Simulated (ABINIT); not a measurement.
# TiC (Fm-3m) in ABINIT: settings compared

Aim: see how the results for TiC move with the level of theory and the settings. Levels: PBE, LDA. Tasks: single point, relaxation of cell and atoms.

Everything below comes from runs of ABINIT 10.8.3 (patched build). Logs are shortened: lines on timing, memory, paths and dates and some standing lists are left out, and cuts for length are marked. The log counts tension as positive stress, the text compression.

**1. The structure**

The structure is cubic, space group Fm-3m (No. 225). The conventional cell has a = 4.331 Å, b = 4.331 Å, c = 4.331 Å, α = 90.00°, β = 90.00°, γ = 90.00°. Ti (site symmetry m-3m) has 6 C at 2.17 Å as nearest neighbours. C (site symmetry m-3m) is surrounded by 6 Ti at 2.17 Å.

The cell is a database's computed one.

**2. Single point, PBE**

File run.abi:

```
# Pseudopotentials
pp_dirpath "./"
pseudos "Ti.upf, C.upf"

# Structure
acell 3.062788961 3.062788961 3.062788961 Angstrom
rprim
     0.0000000000     0.7071067812     0.7071067812
     0.7071067812     0.0000000000     0.7071067812
     0.7071067812     0.7071067812     0.0000000000
ntypat 2
znucl 22 6
natom 2
typat 1 2
xcart
     0.0000000000     0.0000000000     0.0000000000
     2.1657188437     2.1657188437     2.1657188437 Angstrom

# Plane-wave basis
ecut 35.0

# k points
kptopt 1
ngkpt 8 8 8
nshiftk 1
shiftk 0.0 0.0 0.0

# Exchange and correlation
ixc 11

# Bands and occupations
nband 12
occopt 3
tsmear 0.05 eV

# SCF cycle
nstep 100
tolvrs 1.0e-10

# Output
iomode 3
prtwf 0
prtden 0
prteig 0
prtebands 0
enunit 2
```

Potentials or basis: PseudoDojo NC SR PBE v0.4.1 standard.

Started as:

```sh
abinit run.abi > log 2>&1
```

run.abo:

```text
.Version 10.8.3 of ABINIT
 Symmetries : space group Fm -3 m (#225); Bravais cF (face-center cubic)
================================================================================
 Values of the parameters that define the memory need of the present run
     intxc =       0    ionmov =       0      iscf =       7    lmnmax =       6
     lnmax =       6     mgfft =      32  mpssoang =       3    mqgrid =    3001
     natom =       2  nloc_mem =       1    nspden =       1   nspinor =       1
    nsppol =       1      nsym =      48    n1xccc =    2501    ntypat =       2
    occopt =       3   xclevel =       2
       mpw =        1366          nfft =       32768          nkpt =          29
================================================================================
================================================================================

--------------------------------------------------------------------------------
------------- Echo of variables that govern the present computation ------------
--------------------------------------------------------------------------------
 -outvars: echo values of preprocessed input variables --------
            acell      5.7878323177E+00  5.7878323177E+00  5.7878323177E+00 Bohr
              amu      4.78800000E+01  1.20110000E+01
             ecut      3.50000000E+01 Hartree
           enunit           2
              ixc          11
         kptrlatt        8    0    0      0    8    0      0    0    8
          kptrlen      4.63026585E+01
            natom           2
            nband          12
            ngfft          32      32      32
             nkpt          29
            nstep         100
             nsym          48
           ntypat           2
           occopt           3
           prtden           0
        prtebands           0
           prteig           0
            prtwf           0
            rprim      0.0000000000E+00  7.0710678120E-01  7.0710678120E-01
                       7.0710678120E-01  0.0000000000E+00  7.0710678120E-01
                       7.0710678120E-01  7.0710678120E-01  0.0000000000E+00
          spgroup         225
           tolvrs      1.00000000E-10
           tsmear      1.83746611E-03 Hartree
            typat      1  2
           xangst      0.0000000000E+00  0.0000000000E+00  0.0000000000E+00
                       2.1657188437E+00  2.1657188437E+00  2.1657188437E+00
            xcart      0.0000000000E+00  0.0000000000E+00  0.0000000000E+00
                       4.0926154803E+00  4.0926154803E+00  4.0926154803E+00
             xred      0.0000000000E+00  0.0000000000E+00  0.0000000000E+00
                       5.0000000000E-01  5.0000000000E-01  5.0000000000E-01
            znucl       22.00000    6.00000

================================================================================

 chkinp: Checking input parameters for consistency.

================================================================================
== DATASET  1 ==================================================================

--- !DatasetInfo
iteration_state: {dtset: 1, }
dimensions: {natom: 2, nkpt: 29, mband: 12, nsppol: 1, nspinor: 1, nspden: 1, mpw: 1366, }
cutoff_energies: {ecut:  35.0, pawecutdg:  -1.0, }
electrons: {nelect:   1.60000000E+01, charge:   0.00000000E+00, occopt:   3.00000000E+00, tsmear:   1.83746611E-03, }
meta: {optdriver: 0, ionmov: 0, optcell: 0, iscf: 7, paral_kgb: 0, }
...

 Exchange-correlation functional for the present dataset will be:
  GGA: Perdew-Burke-Ernzerhof functional - ixc=11
  J.P.Perdew, K.Burke, M.Ernzerhof, PRL 77, 3865 (1996)

 Real(R)+Recip(G) space primitive vectors, cartesian coordinates (Bohr,Bohr^-1):
 R(1)=  0.0000000  4.0926155  4.0926155  G(1)= -0.1221713  0.1221713  0.1221713
 R(2)=  4.0926155  0.0000000  4.0926155  G(2)=  0.1221713 -0.1221713  0.1221713
 R(3)=  4.0926155  4.0926155  0.0000000  G(3)=  0.1221713  0.1221713 -0.1221713
 Unit cell volume ucvol=  1.3709854E+02 bohr^3
 Angles (23,13,12)=  6.00000000E+01  6.00000000E+01  6.00000000E+01 degrees

 getcut: wavevector=  0.0000  0.0000  0.0000  ngfft=  32  32  32
         ecut(hartree)=     35.000   => boxcut(ratio)=   2.07604

--- Pseudopotential description ------------------------------------------------
- pspini: atom type   1  psp file is ./Ti.upf
12 -101130 2 -1 1586                          pspcod,pspxc,lmax,lloc,mmax
     nproj     2     2     2

- pspini: atom type   2  psp file is ./C.upf
12 -101130 1 -1 1248                          pspcod,pspxc,lmax,lloc,mmax
     nproj     2     2     0

   3.03918597E+02                                ecore*ucvol(ha*bohr**3)
--------------------------------------------------------------------------------

================================================================================

--- !BeginCycle
iteration_state: {dtset: 1, }
solver: {iscf: 7, nstep: 100, nline: 4, wfoptalg: 0, }
tolerances: {tolvrs: 1.00E-10, }
...

     iter   Etot(hartree)      deltaE(h)  residm     vres2
 ETOT  1  -65.103089418739    -6.510E+01 2.225E-01 1.132E+03
 ETOT  2  -64.026842166061     1.076E+00 7.161E-02 5.115E+03
 ETOT  3  -65.436278074057    -1.409E+00 2.397E-02 1.163E+01
 ETOT  4  -65.439249421225    -2.971E-03 1.106E-02 3.973E+00
 ETOT  5  -65.440223844947    -9.744E-04 3.090E-03 4.579E-01
 ETOT  6  -65.440343130632    -1.193E-04 4.853E-03 1.397E-02
 ETOT  7  -65.440347087031    -3.956E-06 6.292E-03 1.287E-04
 ETOT  8  -65.440347152960    -6.593E-08 5.493E-03 2.418E-05
 ETOT  9  -65.440347161611    -8.651E-09 5.942E-03 8.363E-07
 ETOT 10  -65.440347161918    -3.070E-10 2.860E-03 8.117E-09
 ETOT 11  -65.440347161930    -1.171E-11 2.771E-03 3.150E-09
 ETOT 12  -65.440347161932    -2.103E-12 9.411E-04 3.915E-11

 At SCF step   12       vres2   =  3.92E-11 < tolvrs=  1.00E-10 =>converged.

 Cartesian components of stress tensor (hartree/bohr^3)
  sigma(1 1)=  2.90009445E-05  sigma(3 2)=  0.00000000E+00
  sigma(2 2)=  2.90009445E-05  sigma(3 1)=  0.00000000E+00
  sigma(3 3)=  2.90009445E-05  sigma(2 1)=  0.00000000E+00

--- !ResultsGS
iteration_state: {dtset: 1, }
comment   : Summary of ground state results
lattice_vectors:
- [  0.0000000,   4.0926155,   4.0926155, ]
- [  4.0926155,   0.0000000,   4.0926155, ]
- [  4.0926155,   4.0926155,   0.0000000, ]
lattice_lengths: [   5.78783,    5.78783,    5.78783, ]
lattice_angles: [ 60.000,  60.000,  60.000, ] # degrees, (23, 13, 12)
lattice_volume:   1.3709854E+02
convergence: {deltae: -2.103E-12, res2:  3.915E-11, residm:  9.411E-04, diffor: null, }
etotal    :  -6.54403472E+01
entropy   :   0.00000000E+00
fermie    :   4.01244271E-01
cartesian_stress_tensor: # hartree/bohr^3
- [  2.90009445E-05,   0.00000000E+00,   0.00000000E+00, ]
- [  0.00000000E+00,   2.90009445E-05,   0.00000000E+00, ]
- [  0.00000000E+00,   0.00000000E+00,   2.90009445E-05, ]
pressure_GPa:  -8.5324E-01
xred      :
- [  0.0000E+00,   0.0000E+00,   0.0000E+00, Ti]
- [  5.0000E-01,   5.0000E-01,   5.0000E-01,  C]
cartesian_forces: # hartree/bohr
- [ -0.00000000E+00,  -0.00000000E+00,  -0.00000000E+00, ]
- [ -0.00000000E+00,  -0.00000000E+00,  -0.00000000E+00, ]
force_length_stats: {min:   0.00000000E+00, max:   0.00000000E+00, mean:   0.00000000E+00, }
...

 Integrated electronic density in atomic spheres:
 ------------------------------------------------
 Atom  Sphere_radius  Integrated_density
    1        2.00000          9.53770786
    2        2.00000          3.90756375
================================================================================

 ----iterations are completed or convergence reached----

 Mean square residual over all n,k,spin=   44.922E-07; max=  94.111E-05
 reduced coordinates (array xred) for    2 atoms
       0.000000000000      0.000000000000      0.000000000000
       0.500000000000      0.500000000000      0.500000000000
 rms dE/dt=  0.0000E+00; max dE/dt=  0.0000E+00; dE/dt below (all hartree)
    1       0.000000000000      0.000000000000      0.000000000000
    2       0.000000000000      0.000000000000      0.000000000000

 cartesian coordinates (angstrom) at end:
    1      0.00000000000000     0.00000000000000     0.00000000000000
    2      2.16571884370760     2.16571884370760     2.16571884370760

 cartesian forces (hartree/bohr) at end:
    1     -0.00000000000000    -0.00000000000000    -0.00000000000000
    2     -0.00000000000000    -0.00000000000000    -0.00000000000000
 frms,max,avg= 0.0000000E+00 0.0000000E+00   0.000E+00  0.000E+00  0.000E+00 h/b

 cartesian forces (eV/Angstrom) at end:
    1     -0.00000000000000    -0.00000000000000    -0.00000000000000
    2     -0.00000000000000    -0.00000000000000    -0.00000000000000
 frms,max,avg= 0.0000000E+00 0.0000000E+00   0.000E+00  0.000E+00  0.000E+00 e/A
 length scales=  5.787832317744  5.787832317744  5.787832317744 bohr
              =  3.062788961000  3.062788961000  3.062788961000 angstroms
 Fermi (or HOMO) energy (hartree) =   0.40124   Average Vxc (hartree)=  -0.47110
 Eigenvalues (hartree) for nkpt=  29  k points:
 kpt#   1, nband= 12, wtk=  0.00195, kpt=  0.0000  0.0000  0.0000 (reduced coord)
  -1.67593   -0.79545   -0.79545   -0.79545   -0.05296    0.42874    0.42874    0.42874
   0.46452    0.46452    0.46695    0.46695
      occupation numbers for kpt#   1
   2.00000    2.00000    2.00000    2.00000    2.00000    0.00000    0.00000    0.00000
   0.00000    0.00000    0.00000    0.00000
 prteigrs : prtvol=0 or 1, do not print more k-points.

 Fermi (or HOMO) energy (eV) =  10.91841   Average Vxc (eV)= -12.81922
 Eigenvalues (   eV  ) for nkpt=  29  k points:
 kpt#   1, nband= 12, wtk=  0.00195, kpt=  0.0000  0.0000  0.0000 (reduced coord)
 -45.60426  -21.64542  -21.64542  -21.64542   -1.44107   11.66655   11.66655   11.66655
  12.64036   12.64036   12.70639   12.70639
 prteigrs : prtvol=0 or 1, do not print more k-points.

--- !EnergyTerms
iteration_state     : {dtset: 1, }
comment             : Components of total free energy in Hartree
kinetic             :  2.72879514537968E+01
hartree             :  1.14087383082787E+01
xc                  : -1.08816794896074E+01
Ewald energy        : -5.12015050542319E+01
psp_core            :  2.21678948355069E+00
local_psp           : -4.48099506837656E+01
non_local_psp       :  5.39404529158827E-01
internal            : -6.54402514528199E+01
'-kT*entropy'       : -9.57091119656490E-05
total_energy        : -6.54403471619318E+01
total_energy_eV     : -1.78072256269441E+03
band_energy         : -6.27779973754543E+00
...

 Cartesian components of stress tensor (hartree/bohr^3)
  sigma(1 1)=  2.90009445E-05  sigma(3 2)=  0.00000000E+00
  sigma(2 2)=  2.90009445E-05  sigma(3 1)=  0.00000000E+00
  sigma(3 3)=  2.90009445E-05  sigma(2 1)=  0.00000000E+00

-Cartesian components of stress tensor (GPa)         [Pressure= -8.5324E-01 GPa]
- sigma(1 1)=  8.53237244E-01  sigma(3 2)=  0.00000000E+00
- sigma(2 2)=  8.53237244E-01  sigma(3 1)=  0.00000000E+00
- sigma(3 3)=  8.53237244E-01  sigma(2 1)=  0.00000000E+00

== END DATASET(S) ==============================================================
================================================================================

 -outvars: echo values of variables after computation  --------
            acell      5.7878323177E+00  5.7878323177E+00  5.7878323177E+00 Bohr
           etotal     -6.5440347162E+01
            fcart     -0.0000000000E+00 -0.0000000000E+00 -0.0000000000E+00
                      -0.0000000000E+00 -0.0000000000E+00 -0.0000000000E+00
            rprim      0.0000000000E+00  7.0710678120E-01  7.0710678120E-01
                       7.0710678120E-01  0.0000000000E+00  7.0710678120E-01
                       7.0710678120E-01  7.0710678120E-01  0.0000000000E+00
           strten      2.9000944462E-05  2.9000944462E-05  2.9000944462E-05
                       0.0000000000E+00  0.0000000000E+00  0.0000000000E+00
           xangst      0.0000000000E+00  0.0000000000E+00  0.0000000000E+00
                       2.1657188437E+00  2.1657188437E+00  2.1657188437E+00
             xred      0.0000000000E+00  0.0000000000E+00  0.0000000000E+00
                       5.0000000000E-01  5.0000000000E-01  5.0000000000E-01
 Calculation completed.
```

Run time: 34 s. Hardware: 1 thread of Intel Xeon Platinum 8175M at 2.50GHz (Skylake/Cascade Lake), shared host; peak memory 0.06 GiB.

Results:

```yaml
Free_energy: -1780.7226 eV
Band_gap_on_the_k_mesh: none (metal or under the smearing width)
Valence_electrons_inside_the_program's_atomic_spheres: Ti 9.54; C 3.91
```

Caveat: the cutoff is too short for stress, so the log's stress isn't used.

**3. Relaxation of cell and atoms, LDA**

File run.abi:

```
pp_dirpath "./"
pseudos "Ti.upf, C.upf"

acell 3*1.0
rprim
     0.0000000000     4.0926154775     4.0926154775
     4.0926154775     0.0000000000     4.0926154775
     4.0926154775     4.0926154775     0.0000000000
ntypat 2
znucl 22 6
natom 2
typat 1 2
chkprim 0
chksymtnons 0
tolsym 1.0e-6
xred
            0.0            0.0            0.0
            1/2            1/2            1/2

ecut 42.0
ecutsm 0.5

kptopt 1
ngkpt 8 8 8
nshiftk 1
shiftk 0.0 0.0 0.0

ixc 7

nband 12
occopt 3
tsmear 0.05 eV

nstep 80
tolvrs 1.0e-12

iomode 3
prteig 0
prtebands 0
prtwf 0
prtden 0

ionmov 2
optcell 2
ntime 50
tolmxf 2.0e-5
dilatmx 1.08
```

Potentials or basis: PseudoDojo NC SR LDA v0.4.1 standard.

Started as:

```sh
abinit run.abi > log 2>&1
```

Run time: 1.8 min. Hardware: 1 thread of Intel Xeon Platinum 8488C (Sapphire Rapids), shared host; peak memory 0.08 GiB.

Results (log left out):

```
Free energy                            : -1780.9408 eV
Relaxed volume                         : 9.68 Å³/atom
Relaxed cell                           : a = 3.014 Å, b = 3.014 Å, c = 3.014 Å, α = 60.00°, β = 60.00°, γ = 60.00°
Space group after relaxing (to 0.05 Å) : Fm-3m (No. 225)
Energy gained by relaxing              : 18.9 meV/atom
Ionic steps                            : 4
Pressure after relaxing                : 0.0 GPa
Band gap on the k mesh                 : none (metal or under the smearing width)
```

The path:
```
step  energy change (eV)  largest force (eV/Å)  pressure (GPa)  volume (Å³)
   1              0.0000                0.0000          -12.25        20.32
   2             -0.0360                0.0000           -2.79        19.56
   3             -0.0377                0.0000            0.16        19.36
   4             -0.0377                0.0000            0.00        19.37
```

Final structure:
```
Ti C
1.0
     0.00000    2.13150    2.13150
     2.13150    0.00000    2.13150
     2.13150    2.13150    0.00000
Ti C
1 1
Cartesian
  0.0000 0.0000 0.0000
  2.1315 2.1315 2.1315
```

**4. Single point, LDA (cell relaxed)**

File run.abi:

```
# Pseudopotentials
pp_dirpath "./"
pseudos "Ti.upf, C.upf"

# Structure
acell 5.6963906674 5.6963906674 5.6963906674
rprim
     0.0000000000     0.7071067812     0.7071067812
     0.7071067812     0.0000000000     0.7071067812
     0.7071067812     0.7071067812     0.0000000000
ntypat 2
znucl 22 6
natom 2
typat 1 2
xred
     0.0000000000     0.0000000000     0.0000000000
     0.5000000000     0.5000000000     0.5000000000
chkprim 0
chksymtnons 0
tolsym 1.0e-6

# Plane-wave basis
ecut 42.0

# k points
kptopt 1
ngkpt 8 8 8
nshiftk 1
shiftk 0.0 0.0 0.0

# Exchange and correlation
ixc 7

# Bands and occupations
nband 12
occopt 3
tsmear 0.00183747

# SCF cycle
nstep 100
tolvrs 1.0e-10

# Output
iomode 3
prtwf 0
prtden 0
prteig 0
prtebands 0
```

Potentials or basis: PseudoDojo NC SR LDA v0.4.1 standard.

Started as:

```sh
abinit run.abi > log 2>&1
```

run.abo:

```text
.Version 10.8.3 of ABINIT
 Symmetries : space group Fm -3 m (#225); Bravais cF (face-center cubic)
================================================================================
 Values of the parameters that define the memory need of the present run
     intxc =       0    ionmov =       0      iscf =       7    lmnmax =       6
     lnmax =       6     mgfft =      36  mpssoang =       3    mqgrid =    3001
     natom =       2  nloc_mem =       1    nspden =       1   nspinor =       1
    nsppol =       1      nsym =      48    n1xccc =    2501    ntypat =       2
    occopt =       3   xclevel =       1
       mpw =        1720          nfft =       46656          nkpt =          29
================================================================================
================================================================================

--------------------------------------------------------------------------------
------------- Echo of variables that govern the present computation ------------
[... 204 lines left out ...]
- sigma(3 3)=  5.43046845E-02  sigma(2 1)=  0.00000000E+00

== END DATASET(S) ==============================================================
================================================================================

 -outvars: echo values of variables after computation  --------
            acell      5.6963906674E+00  5.6963906674E+00  5.6963906674E+00 Bohr
           etotal     -6.5448370826E+01
            fcart     -0.0000000000E+00 -0.0000000000E+00 -0.0000000000E+00
                      -0.0000000000E+00 -0.0000000000E+00 -0.0000000000E+00
            rprim      0.0000000000E+00  7.0710678120E-01  7.0710678120E-01
                       7.0710678120E-01  0.0000000000E+00  7.0710678120E-01
                       7.0710678120E-01  7.0710678120E-01  0.0000000000E+00
           strten      1.8457787081E-06  1.8457787081E-06  1.8457787081E-06
                       0.0000000000E+00  0.0000000000E+00  0.0000000000E+00
           xangst      0.0000000000E+00  0.0000000000E+00  0.0000000000E+00
                       2.1315027686E+00  2.1315027686E+00  2.1315027686E+00
             xred      0.0000000000E+00  0.0000000000E+00  0.0000000000E+00
                       5.0000000000E-01  5.0000000000E-01  5.0000000000E-01
 Calculation completed.
```

Run time: 21 s. Hardware: 1 thread of Intel Xeon Platinum 8488C (Sapphire Rapids), shared host; peak memory 0.07 GiB.

Results:

| Item | Value |
| --- | --- |
| Free energy | -1780.9409 eV |
| Pressure | -0.1 GPa |
| Band gap on the k mesh | none (metal or under the smearing width) |
| Valence electrons inside the program's atomic spheres | Ti 9.61; C 3.96 |

**5. Summary**

```tsv
task	level	potentials or basis	cell	cutoff (eV)	cell freedom (optcell)	optimiser (ionmov)	cutoff smearing ecutsm (Ha)	force stop (Ha/bohr)	gap on the mesh (eV)	pressure (GPa)
single point	PBE	PseudoDojo NC SR PBE v0.4.1 standard	as given	952	-	-	-	-	none	-
relaxation of cell and atoms	LDA	PseudoDojo NC SR LDA v0.4.1 standard	relaxed	1143	2	2	0.5	2e-05	none	0.0
single point	LDA	PseudoDojo NC SR LDA v0.4.1 standard	cell relaxed	1143	-	-	-	-	none	-0.1
```

Alike in all rows: no spin polarisation; k mesh 8 × 8 × 8; smearing fermi-dirac 0.05 eV.

Total energies depend on the potentials used, so only differences within one code and one set of settings carry meaning.
